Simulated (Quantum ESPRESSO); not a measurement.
ZnS (Wurtzite-4H) under changes of volume

One of the cells (19.805 Å³/atom); the others are scaled copies at fixed shape and fractional positions:

```xyz
8
Lattice="3.8227 0.0000 0.0000 -1.9114 3.3106 0.0000 0.0000 0.0000 12.5200" Properties=species:S:1:pos:R:3 pbc="T T T"
Zn    1.9114    1.1035    9.3900
Zn    0.0000    2.2070    3.1300
Zn    0.0000    0.0000    6.2600
Zn    0.0000    0.0000    0.0000
S     1.9114    1.1035   11.7375
S     0.0000    2.2070    5.4775
S     0.0000    0.0000    8.6075
S     0.0000    0.0000    2.3475
```

* Program: Quantum ESPRESSO 7.5
* Functional: PBEsol
* Potentials or basis: GBRV 1.5 PBEsol
* Cutoff: 612 eV
* Density cutoff: 4898 eV
* k mesh: 8 × 8 × 3
* Occupations: fermi-dirac, width 0.05 eV
* Spin: no spin polarisation

```tsv
volume (Å³/atom)	energy over the lowest point (meV/atom)	pressure (GPa)	gap on the mesh (eV)	largest force (eV/Å)
18.617	5.02	2.5	2.26	0.056
19.013	?	?	?	?
19.409	0.00	-1.0	2.07	0.045
19.805	3.44	-2.5	1.99	0.040
20.202	10.29	-3.7	1.90	0.035
20.598	20.19	-4.9	1.82	0.031
20.994	32.83	-5.9	1.74	0.027
```

Problem. What does the run at 19.013 Å³/atom give?

Solution. Energy over the lowest point 0.37 meV/atom; pressure 0.7 GPa; gap on the mesh 2.16 eV; largest force 0.050 eV/Å.

Worked out: A Birch-Murnaghan fit of order 3 (a polynomial in V^(-2/3)) to the other rows has its minimum at 19.25 Å³/atom with B0 = V·E''(V) = 78 GPa and B' = 4.4 at fixed shape and positions, which overstates the stiffness. It gives 0.39 meV/atom at 19.013 Å³/atom, against the run's 0.37, and -dE/dV = 1.0 GPa, against 0.7. A straight line through the other rows of the gap, of slope -4.32 eV per unit of ln V (its deformation potential), gives 2.16 eV, against the run's 2.16.

Energies are extrapolated to zero smearing.

Caveats: an odd mesh through Γ misses points on the zone boundary, where band edges often lie (some runs).
